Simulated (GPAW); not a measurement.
# W (Im-3m) in GPAW: further runs

Aim: see how the results for W move with the level of theory and the settings. Levels: revPBE+D4, BLYP+D3(BJ), BLYP+D4, PBE. Tasks: relaxation of cell and atoms, single point.

All numbers are computed with GPAW 26.7.0; they aren't measurements. Logs are shortened: lines on timing, memory, paths and dates and some standing lists are left out, and cuts for length are marked. The log counts tension as positive stress, the text compression.

### Step 1. Starting point

Symmetry: Im-3m, No. 229, cubic system. Conventional cell: a = 3.165 Å, b = 3.165 Å, c = 3.165 Å, α = 90.00°, β = 90.00°, γ = 90.00°. W (site symmetry m-3m) has 8 W at 2.74 Å as nearest neighbours.

### Step 2. Relaxation of cell and atoms, revPBE+D4

Input file run.py:

```python
from ase.calculators.mixing import SumCalculator
from ase.filters import FrechetCellFilter
from ase.io import read, write
from ase.optimize import FIRE
from dftd4.ase import DFTD4
from gpaw import GPAW, PW

atoms = read('POSCAR')

calc = GPAW(mode=PW(600),
            xc='revPBE',
            kpts={'size': (12, 12, 12), 'gamma': True},
            occupations={'name': 'fermi-dirac', 'width': 0.05},
            nbands=16,
            convergence={'density': 1e-05, 'forces': 0.0001},
            maxiter=150,
            txt='gpaw.txt')
atoms.calc = SumCalculator([calc, DFTD4(method='revpbe')])
opt = FIRE(FrechetCellFilter(atoms), trajectory='relax.traj', logfile='-')
done = opt.run(fmax=0.01, steps=100)
calc.write('gs.gpw')
write('result.traj', atoms)
print('Converged:', done)
print('Cell:', atoms.cell.cellpar().round(4))
print('Volume:', round(atoms.get_volume(), 4))
print(atoms.get_scaled_positions().round(5))
```

Input file POSCAR:

```
W
1.0
   -1.5823450000      1.5823450000      1.5823450000
    1.5823450000     -1.5823450000      1.5823450000
    1.5823450000      1.5823450000     -1.5823450000
W
1
Direct
    0.0000000000      0.0000000000      0.0000000000
```

Potentials or basis: the program's PAW data sets (release 1.2.1) made for this functional, pw.

On the command line:

```console
> OMP_NUM_THREADS=1 python run.py
```

gpaw.txt:

```text
__  _  _
 | _ |_)|_||  |
 |__||  | ||/\| - 26.7.0

Input parameters:
  mode=PW(ecut=600.0),
  convergence={'density': 1e-05, 'forces': 0.0001},
  kpts=MonkhorstPack(size=(12, 12, 12), gamma=True),
  maxiter=150,
  nbands=16,
  occupations=Occupations(name='fermi-dirac', width=0.05),
  xc=XC(name='revPBE')

Diagonalizing LCAO Hamiltonian
Converting LCAO to pw mode

       W

Atoms  # Å, Bohr magnetons
|   | symbol |        x |        y |        z |    initial magnetic moments |
|---|--------|----------|----------|----------|-----------------------------|
| 0 |      W | 0.000000 | 0.000000 | 0.000000 | ( 0.0000,  0.0000,  0.0000) |

Unit cell  # Å
| periodic |         x |         y |         z |  lengths |     angles |
|----------|-----------|-----------|-----------|----------|------------|
|      yes | -1.582345 |  1.582345 |  1.582345 | 2.740702 | 109.471221 |
|      yes |  1.582345 | -1.582345 |  1.582345 | 2.740702 | 109.471221 |
|      yes |  1.582345 |  1.582345 | -1.582345 | 2.740702 | 109.471221 |

Number of symmetries: 48
Symmetry operations  # r_c * U_cc + t_c -> r_c
|    | kind |            matrix            |
|----|------|------------------------------|
|  0 |  σ   |  1, 1, 1,  0, 0,-1,  0,-1, 0 |
|  1 |  C4  |  1, 1, 1,  0, 0,-1, -1, 0, 0 |
|  2 |  C2  |  1, 1, 1,  0,-1, 0,  0, 0,-1 |
|  3 |  S6  |  1, 1, 1,  0,-1, 0, -1, 0, 0 |
|  4 |  S6  |  1, 1, 1, -1, 0, 0,  0, 0,-1 |
|  5 |  C4  |  1, 1, 1, -1, 0, 0,  0,-1, 0 |
|  6 |  E   |  1, 0, 0,  0, 1, 0,  0, 0, 1 |
|  7 |  σ   |  1, 0, 0,  0, 1, 0, -1,-1,-1 |
|  8 |  σ   |  1, 0, 0,  0, 0, 1,  0, 1, 0 |
|  9 |  C3  |  1, 0, 0,  0, 0, 1, -1,-1,-1 |
| 10 |  C3  |  1, 0, 0, -1,-1,-1,  0, 1, 0 |
| 11 |  σ   |  1, 0, 0, -1,-1,-1,  0, 0, 1 |
| 12 |  σ   |  0, 1, 0,  1, 0, 0,  0, 0, 1 |
| 13 |  C2  |  0, 1, 0,  1, 0, 0, -1,-1,-1 |
| 14 |  C3  |  0, 1, 0,  0, 0, 1,  1, 0, 0 |
| 15 |  S4  |  0, 1, 0,  0, 0, 1, -1,-1,-1 |
| 16 |  S4  |  0, 1, 0, -1,-1,-1,  1, 0, 0 |
[... 17 lines left out ...]
| 34 |  σ   |  0,-1, 0, -1, 0, 0,  1, 1, 1 |
| 35 |  C2  |  0,-1, 0, -1, 0, 0,  0, 0,-1 |
| 36 |  C2  | -1, 0, 0,  1, 1, 1,  0, 0,-1 |
| 37 |  S6  | -1, 0, 0,  1, 1, 1,  0,-1, 0 |
| 38 |  S6  | -1, 0, 0,  0, 0,-1,  1, 1, 1 |
| 39 |  C2  | -1, 0, 0,  0, 0,-1,  0,-1, 0 |
| 40 |  C2  | -1, 0, 0,  0,-1, 0,  1, 1, 1 |
| 41 |  i   | -1, 0, 0,  0,-1, 0,  0, 0,-1 |
| 42 |  S4  | -1,-1,-1,  1, 0, 0,  0, 1, 0 |
| 43 |  C3  | -1,-1,-1,  1, 0, 0,  0, 0, 1 |
| 44 |  C3  | -1,-1,-1,  0, 1, 0,  1, 0, 0 |
| 45 |  σ   | -1,-1,-1,  0, 1, 0,  0, 0, 1 |
| 46 |  S4  | -1,-1,-1,  0, 0, 1,  1, 0, 0 |
| 47 |  C2  | -1,-1,-1,  0, 0, 1,  0, 1, 0 |

BZ-sampling:
  Number of BZ points: 1728
  Number of IBZ points: 72

  Monkhorst-Pack size: [12, 12, 12]
  Monkhorst-Pack shift: [0.041666666666666664, 0.041666666666666664, 0.041666666666666664]

K-points  # in reciprocal-cell coordinates
|     |                                coordinates |     weight |
|-----|--------------------------------------------|------------|
|   0 | ( -0.00000000,  -0.00000000,  -0.00000000) | 0.00057870 |
|   1 | (  0.08333333,  -0.00000000,  -0.00000000) | 0.00694444 |
|   2 | (  0.08333333,   0.08333333,  -0.08333333) | 0.00347222 |
|   3 | (  0.16666667,  -0.00000000,  -0.08333333) | 0.01388889 |
|   4 | (  0.16666667,  -0.00000000,  -0.00000000) | 0.00694444 |
|   5 | (  0.16666667,   0.08333333,  -0.08333333) | 0.01388889 |
|   6 | (  0.16666667,   0.16666667,  -0.16666667) | 0.00347222 |
|   7 | (  0.25000000,  -0.08333333,  -0.08333333) | 0.00462963 |
|   8 | (  0.25000000,  -0.00000000,  -0.08333333) | 0.02777778 |
|   9 | (  0.25000000,  -0.00000000,  -0.00000000) | 0.00694444 |
| ... |                                            |            |
|  71 | (  0.50000000,   0.50000000,   0.50000000) | 0.00057870 |

Plane wave coefficients: 543
Cutoff: 600.0 eV

Spin-components: 1 (collinear spins)
Bands:           16
Projectors:      6
Spin-degeneracy: 2
Datatype:        complex128

Parallelization:
  kpt:    1
  domain: 1
  band:   1

Density:
  Valence electrons: 14.0
  Components: 1
  Grid points: [16 16 16]
  Charge: 0.0  # |e|

Potential:
  Grid points: [16 16 16]

species:
  W:
    name:    Tungsten
    Z:       74.0
    valence: 14
    core:    60
    charge:  0.0  # [|e|]
    compensation charges:
      type: gauss
      rc: 0.40  # [Å]
      lmax: 2
    cutoffs:
      filter: 2.36  # [Å]
      core: 3.02  # [Å]
[... 122 lines left out ...]
| 0 |      W | -0.000000 | 0.000000 | -0.000000 | ( 0.0000,  0.0000,  0.0000) |

Unit cell  # Å
| periodic |         x |         y |         z |  lengths |     angles |
|----------|-----------|-----------|-----------|----------|------------|
|      yes | -1.580370 |  1.580370 |  1.580370 | 2.737282 | 109.471221 |
|      yes |  1.580370 | -1.580370 |  1.580370 | 2.737282 | 109.471221 |
|      yes |  1.580370 |  1.580370 | -1.580370 | 2.737282 | 109.471221 |

Number of symmetries: 48
Symmetry operations  # r_c * U_cc + t_c -> r_c
|    | kind |            matrix            |
|----|------|------------------------------|
|  0 |  σ   |  1, 1, 1,  0, 0,-1,  0,-1, 0 |
|  1 |  C4  |  1, 1, 1,  0, 0,-1, -1, 0, 0 |
|  2 |  C2  |  1, 1, 1,  0,-1, 0,  0, 0,-1 |
|  3 |  S6  |  1, 1, 1,  0,-1, 0, -1, 0, 0 |
|  4 |  S6  |  1, 1, 1, -1, 0, 0,  0, 0,-1 |
|  5 |  C4  |  1, 1, 1, -1, 0, 0,  0,-1, 0 |
|  6 |  E   |  1, 0, 0,  0, 1, 0,  0, 0, 1 |
|  7 |  σ   |  1, 0, 0,  0, 1, 0, -1,-1,-1 |
|  8 |  σ   |  1, 0, 0,  0, 0, 1,  0, 1, 0 |
|  9 |  C3  |  1, 0, 0,  0, 0, 1, -1,-1,-1 |
| 10 |  C3  |  1, 0, 0, -1,-1,-1,  0, 1, 0 |
| 11 |  σ   |  1, 0, 0, -1,-1,-1,  0, 0, 1 |
| 12 |  σ   |  0, 1, 0,  1, 0, 0,  0, 0, 1 |
| 13 |  C2  |  0, 1, 0,  1, 0, 0, -1,-1,-1 |
| 14 |  C3  |  0, 1, 0,  0, 0, 1,  1, 0, 0 |
| 15 |  S4  |  0, 1, 0,  0, 0, 1, -1,-1,-1 |
| 16 |  S4  |  0, 1, 0, -1,-1,-1,  1, 0, 0 |
[... 17 lines left out ...]
| 34 |  σ   |  0,-1, 0, -1, 0, 0,  1, 1, 1 |
| 35 |  C2  |  0,-1, 0, -1, 0, 0,  0, 0,-1 |
| 36 |  C2  | -1, 0, 0,  1, 1, 1,  0, 0,-1 |
| 37 |  S6  | -1, 0, 0,  1, 1, 1,  0,-1, 0 |
| 38 |  S6  | -1, 0, 0,  0, 0,-1,  1, 1, 1 |
| 39 |  C2  | -1, 0, 0,  0, 0,-1,  0,-1, 0 |
| 40 |  C2  | -1, 0, 0,  0,-1, 0,  1, 1, 1 |
| 41 |  i   | -1, 0, 0,  0,-1, 0,  0, 0,-1 |
| 42 |  S4  | -1,-1,-1,  1, 0, 0,  0, 1, 0 |
| 43 |  C3  | -1,-1,-1,  1, 0, 0,  0, 0, 1 |
| 44 |  C3  | -1,-1,-1,  0, 1, 0,  1, 0, 0 |
| 45 |  σ   | -1,-1,-1,  0, 1, 0,  0, 0, 1 |
| 46 |  S4  | -1,-1,-1,  0, 0, 1,  1, 0, 0 |
| 47 |  C2  | -1,-1,-1,  0, 0, 1,  0, 1, 0 |

BZ-sampling:
  Number of BZ points: 1728
  Number of IBZ points: 72

  Monkhorst-Pack size: [12, 12, 12]
  Monkhorst-Pack shift: [0.041666666666666664, 0.041666666666666664, 0.041666666666666664]

K-points  # in reciprocal-cell coordinates
|     |                                coordinates |     weight |
|-----|--------------------------------------------|------------|
|   0 | ( -0.00000000,  -0.00000000,  -0.00000000) | 0.00057870 |
|   1 | (  0.08333333,  -0.00000000,  -0.00000000) | 0.00694444 |
|   2 | (  0.08333333,   0.08333333,  -0.08333333) | 0.00347222 |
|   3 | (  0.16666667,  -0.00000000,  -0.08333333) | 0.01388889 |
|   4 | (  0.16666667,  -0.00000000,  -0.00000000) | 0.00694444 |
|   5 | (  0.16666667,   0.08333333,  -0.08333333) | 0.01388889 |
|   6 | (  0.16666667,   0.16666667,  -0.16666667) | 0.00347222 |
|   7 | (  0.25000000,  -0.08333333,  -0.08333333) | 0.00462963 |
|   8 | (  0.25000000,  -0.00000000,  -0.08333333) | 0.02777778 |
|   9 | (  0.25000000,  -0.00000000,  -0.00000000) | 0.00694444 |
| ... |                                            |            |
|  71 | (  0.50000000,   0.50000000,   0.50000000) | 0.00057870 |

Plane wave coefficients: 543
Cutoff: 600.0 eV

Spin-components: 1 (collinear spins)
Bands:           16
Projectors:      6
Spin-degeneracy: 2
Datatype:        complex128

Parallelization:
  kpt:    1
  domain: 1
  band:   1

Density:
  Valence electrons: 14.0
  Components: 1
  Grid points: [16 16 16]
  Charge: 0.0  # |e|

Potential:
  Grid points: [16 16 16]

species:
  W:
    name:    Tungsten
    Z:       74.0
    valence: 14
    core:    60
    charge:  0.0  # [|e|]
    compensation charges:
      type: gauss
      rc: 0.40  # [Å]
      lmax: 2
    cutoffs:
      filter: 2.36  # [Å]
      core: 3.02  # [Å]
    projectors
    | kind |    occ | energy [eV] | rcut [Å] |
    |------|--------|-------------|----------|
    |   5s |  2.000 |     -78.785 |    1.344 |
    |   6s |  2.000 |      -5.639 |    1.344 |
    |   5p |  6.000 |     -43.193 |    1.355 |
    |   6p |  0.000 |      -1.336 |    1.355 |
    |   5d |  4.000 |      -4.444 |    1.228 |
    |    d |        |      22.768 |    1.228 |

    Using partial waves for W as LCAO basis

Reference energy: -438781.139344  # eV

eigensolver:
  PPCG
  Converge bands: occupied
  niter=2

density mixing:
  MSR1-Mixer
  Pratt-step length: 0.05
  Maximum mixing coefficient: 0.75
  Old densities: 10
  SVD Regularization: 0.005
  Good broyden scale: 1.0
  Trust region scale: 1.0
  Backstep threshold: 4.0
  History deletion threshold: 6.0
  Fourier metric: weight=20.0, sigma=0.015

occupation numbers:
  Fermi-Dirac:
    width: 0.0500  # eV

poisson solver:
  ecut: 4800.0  # eV

xc functional:
  name: revPBE with 2 nearest neighbor stencil

convergence criteria:
- Maximum integral of absolute [dens]ity change: 1e-05 electrons / valence electron
- Maximum change in the atomic [forces] across last 2 cycles: 0.0001 eV/Ang OR
Maximum error relative to the maximum force is below inf
- Maximum [total energy] change in last 3 cyles: 0.0005 eV / valence electron
- Maximum integral of absolute [eigenst]ate change: 4e-08 eV^2 / valence electron
maximum number of iterations: 150

SCF iterations
|iter     | |      energy | eigst |  dens |force |
|---------|-|-------------|-------|-------|------|
|iter:   1| |  -11.133226 | -3.06 |       |      |
|iter:   2| |  -11.133166 | -6.30 | -2.77 |      |
|iter:   3| |  -11.132873c| -5.26 | -2.82 |      |
|iter:   4| |  -11.132874c| -7.02 | -3.76 |      |
|iter:   5| |  -11.132877c| -8.04c| -4.04 |      |
|iter:   6| |  -11.132876c| -9.08c| -5.38c|      |
|iter:   7| |  -11.132876c| -9.61c| -5.71c|-25.26c|

Converged in 7 steps
Energy contributions relative to reference atoms: (reference = -438781.139344)

Energy contributions:
  Kinetic:           8.838258
  Coulomb:         -10.330184
  Zero:              0.004507
  External:          0.000000
  Xc:               -9.643118
  Entropy:          -0.004679
  Spinorbit:         0.000000
  ----------------------------
  Free energy:     -11.135216
  Extrapolated:    -11.132876

dipole moment: (-5.891497, -5.891497, -5.891497)  # |e|*Ang

Fermi level: 14.666
Eigenvalues  # (at kpt = [-0.000, -0.000, -0.000])
| band index |      eig [eV] | occ [0-2] |
|------------|---------------|-----------|
|          0 |       -59.237 |     2.000 |
|          1 |       -23.059 |     2.000 |
|          2 |       -23.059 |     2.000 |
|          3 |       -23.059 |     2.000 |
|          4 |         5.154 |     2.000 |
|          5 |        13.528 |     2.000 |
[... 8 lines left out ...]
|         14 |        41.576 |     0.000 |
|         15 |        44.837 |     0.000 |

No gap
No difference between direct/indirect transitions

Stress tensor  # eV/Ang^3
|         x |         y |         z |
|-----------|-----------|-----------|
| -0.061827 |  0.000000 |  0.000000 |
|  0.000000 | -0.061827 |  0.000000 |
|  0.000000 |  0.000000 | -0.061827 |

Forces  # eV/Ang
|        x |        y |        z |
|----------|----------|----------|
| -0.00000 | -0.00000 | -0.00000 |  # W    0

# Writing to gs.gpw (mode='')
```

Wall time 15 s (1 thread of Arm Neoverse V2, shared host); peak memory 0.16 GiB.

What came out:

* Free energy: -12.1529 eV
* Relaxed volume: 15.79 Å³/atom
* Relaxed cell: a = 2.737 Å, b = 2.737 Å, c = 2.737 Å, α = 109.47°, β = 109.47°, γ = 109.47°
* Space group after relaxing (to 0.05 Å): Im-3m (No. 229)
* Energy gained by relaxing: 0.2 meV/atom
* Ionic steps: 2
* Pressure after relaxing: -0.1 GPa
* Band gap on the k mesh: none (metal or under the smearing width)
* Dispersion energy per atom: -1.018 eV

The path:
```tsv
step	energy change (eV)	largest force (eV/Å)	pressure (GPa)	volume (Å³)
1	0.0000	0.0000	-1.26	15.85
2	-0.0002	0.0000	-0.09	15.79
```

Final structure:
```yaml
crystal:
  lattice:
    - [-1.58037, 1.58037, 1.58037]
    - [1.58037, -1.58037, 1.58037]
    - [1.58037, 1.58037, -1.58037]
  atoms:
    - { symbol: W, position: [0.00000, 0.00000, 0.00000] }
```

Levels at points of the mesh, in eV from the Fermi level:
```tsv
k point	band 5	band 6	band 7	band 8	band 9	band 10
(0.00, 0.00, 0.00)	-9.51	-1.14	-1.14	-1.14	2.35	2.35
(0.50, 0.50, 0.00)	-6.18	-3.48	0.76	2.26	3.23	6.27
(0.50, 0.50, 0.50)	-5.76	-5.76	5.27	5.27	5.27	8.38
```

Caveat: later steps reuse the first step's grids; pairwise dispersion overbinds metals, which lowers pressure and volume.

### Step 3. Relaxation of cell and atoms, BLYP+D3(BJ)

Input file run.py:

```python
from ase.calculators.mixing import SumCalculator
from ase.filters import FrechetCellFilter
from ase.io import read, write
from ase.optimize import FIRE
from dftd3.ase import DFTD3
from gpaw import GPAW, PW, setup_paths

setup_paths.insert(0, '.')

atoms = read('W.xyz')

calc = GPAW(mode=PW(600),
            xc='BLYP',
            kpts={'size': (12, 12, 12), 'gamma': True},
            occupations={'name': 'fermi-dirac', 'width': 0.05},
            nbands=16,
            convergence={'density': 1e-05, 'forces': 0.0001},
            eigensolver='davidson',
            maxiter=150,
            txt='gpaw.txt')
atoms.calc = SumCalculator([calc, DFTD3(method='blyp', damping='d3bj')])
opt = FIRE(FrechetCellFilter(atoms), trajectory='relax.traj', logfile='-')
done = opt.run(fmax=0.02, steps=100)
calc.write('gs.gpw')
write('result.traj', atoms)
print('Converged:', done)
print('Cell:', atoms.cell.cellpar().round(4))
print('Volume:', round(atoms.get_volume(), 4))
print(atoms.get_scaled_positions().round(5))
```

Input file W.xyz:

```xyz
1
Lattice="-1.5823450000 1.5823450000 1.5823450000 1.5823450000 -1.5823450000 1.5823450000 1.5823450000 1.5823450000 -1.5823450000" Properties=species:S:1:pos:R:3 pbc="T T T"
W      0.0000000000      0.0000000000      0.0000000000
```

Potentials or basis: PAW data sets generated in the run's folder for this functional, pw.

On the command line:

```console
> gpaw-setup -f BLYP W
> OMP_NUM_THREADS=1 python run.py
```

gpaw.txt:

```text
__  _  _
 | _ |_)|_||  |
 |__||  | ||/\| - 26.7.0

Input parameters:
  mode=PW(ecut=600.0),
  convergence={'density': 1e-05, 'forces': 0.0001},
  eigensolver=Davidson(niter=2),
  kpts=MonkhorstPack(size=(12, 12, 12), gamma=True),
  maxiter=150,
  nbands=16,
  occupations=Occupations(name='fermi-dirac', width=0.05),
  xc=XC(name='BLYP')

Diagonalizing LCAO Hamiltonian
Converting LCAO to pw mode

       W

Atoms  # Å, Bohr magnetons
|   | symbol |        x |        y |        z |    initial magnetic moments |
|---|--------|----------|----------|----------|-----------------------------|
| 0 |      W | 0.000000 | 0.000000 | 0.000000 | ( 0.0000,  0.0000,  0.0000) |

Unit cell  # Å
| periodic |         x |         y |         z |  lengths |     angles |
|----------|-----------|-----------|-----------|----------|------------|
|      yes | -1.582345 |  1.582345 |  1.582345 | 2.740702 | 109.471221 |
|      yes |  1.582345 | -1.582345 |  1.582345 | 2.740702 | 109.471221 |
|      yes |  1.582345 |  1.582345 | -1.582345 | 2.740702 | 109.471221 |
[... 163 lines left out ...]
SCF iterations
[... 1757 lines left out ...]
| 0.00000 | -0.00000 | -0.00000 |  # W    0

Interpolating wave functions to new cell

       W
[... 175 lines left out ...]
SCF iterations
|iter     | |      energy | eigst |  dens |force |
|---------|-|-------------|-------|-------|------|
|iter:   1| |   -9.873935 |       |       |      |
|iter:   2| |   -9.873935 | -9.14c| -3.99 |      |
|iter:   3| |   -9.873937c| -7.53c| -4.03 |      |
|iter:   4| |   -9.873937c|-10.09c| -4.93 |      |
|iter:   5| |   -9.873937c|-10.28c| -5.16c|      |
|iter:   6| |   -9.873937c|-11.97c| -6.46c|-26.40c|

Converged in 6 steps
Energy contributions relative to reference atoms: (reference = -438797.434592)
[... 39 lines left out ...]
Stress tensor  # eV/Ang^3
|         x |         y |         z |
|-----------|-----------|-----------|
| -0.113076 |  0.000000 |  0.000000 |
|  0.000000 | -0.113076 |  0.000000 |
|  0.000000 |  0.000000 | -0.113076 |

Forces  # eV/Ang
|       x |       y |        z |
|---------|---------|----------|
| 0.00000 | 0.00000 | -0.00000 |  # W    0

Interpolating wave functions to new cell

       W
[... 467 lines left out ...]
Stress tensor  # eV/Ang^3
|         x |         y |         z |
|-----------|-----------|-----------|
| -0.114346 |  0.000000 |  0.000000 |
|  0.000000 | -0.114346 |  0.000000 |
|  0.000000 |  0.000000 | -0.114346 |

Forces  # eV/Ang
|        x |       y |        z |
|----------|---------|----------|
| -0.00000 | 0.00000 | -0.00000 |  # W    0

# Writing to gs.gpw (mode='')
```

stdout:

```text
Step          Energy          fmax
FIRE:    0      -11.595639        0.367045
FIRE:    1      -11.597902        0.036975
FIRE:    2      -11.596105        0.335130
FIRE:    3      -11.596853        0.257234
FIRE:    4      -11.597687        0.120487
FIRE:    5      -11.597894        0.042493
FIRE:    6      -11.597898        0.040074
FIRE:    7      -11.597904        0.035369
FIRE:    8      -11.597910        0.028694
FIRE:    9      -11.597918        0.020346
FIRE:   10      -11.597922        0.010841
Converged: True
Cell: [  2.7299   2.7299   2.7299 109.4712 109.4712 109.4712]
Volume: 15.6606
[[0. 0. 0.]]
```

Run time: 54 s. Hardware: 1 thread of Arm Neoverse V2, shared host; peak memory 0.23 GiB.

Results:

```yaml
Free_energy: -11.6001 eV
Relaxed_volume: 15.66 Å³/atom
Relaxed_cell: a = 2.730 Å, b = 2.730 Å, c = 2.730 Å, α = 109.47°, β = 109.47°, γ = 109.47°
Space_group_after_relaxing_to_0.05_Å: Im-3m (No. 229)
Energy_gained_by_relaxing: 2.3 meV/atom
Ionic_steps: 11
Pressure_after_relaxing: -0.1 GPa
Band_gap_on_the_k_mesh: none (metal or under the smearing width)
Dispersion_energy_per_atom: -1.725 eV
```

The path:
```csv
step,energy change (eV),largest force (eV/Å),pressure (GPa),volume (Å³)
1,0.0000,0.0000,-3.71,15.85
2,-0.0023,0.0000,-0.38,15.67
3,-0.0005,0.0000,3.47,15.49
4,-0.0012,0.0000,2.65,15.52
5,-0.0020,0.0000,1.24,15.59
6,-0.0023,0.0000,-0.43,15.68
7,-0.0023,0.0000,-0.41,15.68
8,-0.0023,0.0000,-0.36,15.67
9,-0.0023,0.0000,-0.29,15.67
10,-0.0023,0.0000,-0.21,15.67
11,-0.0023,0.0000,-0.11,15.66
```

Final structure:
```cif
data_structure
_symmetry_space_group_name_H-M 'P 1'
_symmetry_Int_Tables_number 1
_cell_length_a 2.7299
_cell_length_b 2.7299
_cell_length_c 2.7299
_cell_angle_alpha 109.471
_cell_angle_beta 109.471
_cell_angle_gamma 109.471
_cell_volume 15.66
loop_
_atom_site_label
_atom_site_type_symbol
_atom_site_fract_x
_atom_site_fract_y
_atom_site_fract_z
_atom_site_occupancy
W1 W 0.00000 0.00000 0.00000 1
```

Caveat: later steps reuse the first step's grids; pairwise dispersion overbinds metals, which lowers pressure and volume. The run has no spin-orbit coupling, so splittings on W are missing.

[end of part 1 of 2]
